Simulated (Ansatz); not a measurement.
## H started midway between two neighbours in corundum Al2O3, 121 atoms, charge 0

All numbers come from Ansatz (PAW, plane waves, no spin–orbit coupling) at the single k point (¼, ¼, ¼) without its symmetry partners. The atoms were relaxed with PBEsol in a fixed cell; other functionals are single points on those atoms unless said otherwise. The valence top and gap of the host come from its small cell on a dense mesh, with the band extrema sought between the mesh points, lined up by the mean potential, PBEsol gap 6.03 eV, HSE06 (atoms relaxed with HSE06) gap 7.99 eV.

Relaxed structure:

```
Al O H
1.0
     9.54786    0.00000    0.00000
    -4.77393    8.26869    0.00000
     0.00000    0.00000   13.01358
Al O H
48 72 1
Direct
  0.33326 0.16731 0.18632
  0.33309 0.66714 0.18629
  0.83314 0.16725 0.18598
  0.83311 0.66734 0.18629
  0.16647 0.33396 0.01964
  0.16648 0.83393 0.01972
  0.66644 0.33388 0.01966
  0.66652 0.83394 0.01963
  0.16570 0.33390 0.31479
  0.16648 0.83395 0.31544
  0.66648 0.33321 0.31478
  0.66719 0.83465 0.31482
  0.16477 0.33331 0.51940
  0.16646 0.83393 0.51964
  0.66705 0.33278 0.51936
  0.66762 0.83565 0.51937
  0.00002 0.00082 0.35284
  0.99957 0.50053 0.35283
  0.49986 0.00035 0.35284
  0.49979 0.50058 0.35316
  0.99989 0.00062 0.14866
  0.99977 0.50068 0.14865
  0.49971 0.00051 0.14865
  0.49982 0.50062 0.14886
  0.99956 0.00033 0.64895
  0.00011 0.50066 0.64899
  0.49974 0.00082 0.64895
  0.49982 0.50060 0.64868
  0.99973 0.00061 0.85317
  0.99980 0.50053 0.85322
  0.49991 0.00072 0.85319
  0.49985 0.50062 0.85299
  0.33237 0.16650 0.68701
  0.33314 0.66800 0.68702
  0.83312 0.16728 0.68641
  0.83387 0.66722 0.68701
  0.33201 0.16559 0.48239
  0.33257 0.66838 0.48243
  0.83311 0.16725 0.48217
  0.83477 0.66775 0.48245
  0.33310 0.16730 0.98222
  0.33316 0.66732 0.98221
  0.83315 0.16727 0.98210
  0.83312 0.66728 0.98221
  0.16652 0.33391 0.81553
  0.16648 0.83398 0.81583
  0.66652 0.33407 0.81556
  0.66635 0.83390 0.81553
  0.15297 0.00082 0.25095
  0.15193 0.50049 0.25032
  0.65284 0.00063 0.25068
  0.65263 0.50043 0.25093
  0.33305 0.01433 0.08420
  0.33313 0.51435 0.08427
  0.83321 0.01442 0.08412
  0.83303 0.51434 0.08425
  0.99977 0.15359 0.25063
  0.99960 0.65357 0.25091
  0.49993 0.15282 0.25027
  0.50003 0.65362 0.25089
  0.34681 0.34776 0.25094
  0.34682 0.84737 0.25093
  0.84680 0.34753 0.25066
  0.84754 0.84844 0.25032
  0.18031 0.16734 0.08422
  0.18025 0.66733 0.08415
  0.68020 0.16716 0.08409
  0.68023 0.66726 0.08422
  0.17952 0.01322 0.58440
  0.18066 0.51460 0.58427
  0.68020 0.01491 0.58427
  0.68466 0.51334 0.58648
  0.16662 0.18146 0.41757
  0.16587 0.68105 0.41757
  0.66691 0.18037 0.41743
  0.67188 0.68547 0.41536
  0.01242 0.33342 0.41740
  0.01414 0.83444 0.41753
  0.51262 0.32861 0.41539
  0.51387 0.83374 0.41756
  0.01353 0.18105 0.91765
  0.01360 0.68101 0.91775
  0.51352 0.18108 0.91763
  0.51353 0.68100 0.91757
  0.00003 0.34767 0.75092
  0.99980 0.84761 0.75118
  0.49961 0.34763 0.75093
  0.49965 0.84836 0.75157
  0.48608 0.32022 0.08425
  0.48608 0.82014 0.08422
  0.98599 0.32022 0.08408
  0.98611 0.82018 0.08417
  0.48575 0.16744 0.58430
  0.48705 0.67274 0.58653
  0.98539 0.16669 0.58430
  0.98715 0.66769 0.58441
  0.32769 0.31567 0.58649
  0.33267 0.82081 0.58439
  0.83374 0.32016 0.58424
  0.83296 0.81970 0.58424
  0.31492 0.48781 0.41533
  0.31938 0.98627 0.41753
  0.81898 0.48656 0.41755
  0.82003 0.98796 0.41742
  0.31941 0.33398 0.91759
  0.31940 0.83403 0.91773
  0.81934 0.33389 0.91768
  0.81931 0.83390 0.91760
  0.34679 0.00062 0.75117
  0.34702 0.50081 0.75089
  0.84660 0.00039 0.75089
  0.84771 0.50072 0.75153
  0.15206 0.15276 0.75152
  0.15287 0.65368 0.75119
  0.65275 0.15382 0.75090
  0.65285 0.65346 0.75090
  0.16657 0.48688 0.91757
  0.16643 0.98681 0.91770
  0.66648 0.48685 0.91757
  0.66655 0.98688 0.91761
  0.49952 0.50094 0.50104
```

Chemical potentials μ are those of reference phases of the elements at zero temperature by the same functional (the usual solids, diamond for C, grey Sn, and the molecules H2, N2, O2, F2, Cl2, Br2 and S8).

| functional | E(defect) − E(host) − Σ nμ + q·E_VBM (eV) | monopole (eV) | alignment (eV) | formation energy at E_F = VBM (eV) | moment (μB) | wall time, shared host |
| --- | --- | --- | --- | --- | --- | --- |
| PBEsol | 3.40 | 0.00 | 0.00 | 3.40 | 1.0 | 27 s on NVIDIA GB300 (relaxation) |
| HSE06 (atoms relaxed with HSE06) | 3.72 | 0.00 | 0.00 | 3.72 | 1.0 | 100 s on NVIDIA GB300 (relaxation) |

HSE06 (atoms relaxed with HSE06) one-electron levels near the gap (the ten most localised at most), from the host's valence top:

```
level (eV)  spin  filling  atoms sharing it  element of the atom with most weight
     -0.26    up     1.00              72.3                                spread
     -0.24    up     1.00              63.8                                spread
     -0.23  down     1.00              71.8                                spread
     -0.23    up     1.00              73.0                                spread
     -0.17    up     1.00              72.3                                spread
     -0.16  down     1.00              74.6                                spread
     -0.16  down     1.00              74.6                                spread
     -0.15    up     1.00              73.4                                spread
      2.66    up     1.00               3.9                                     H
      6.77  down     0.00               3.2                                     H
```

All elements are taken at their own reference at once; growth conditions in equilibrium with the host shift these energies, by up to the host's formation enthalpy.

One k point and a cell of this size can leave errors of several tenths of an eV in such numbers.
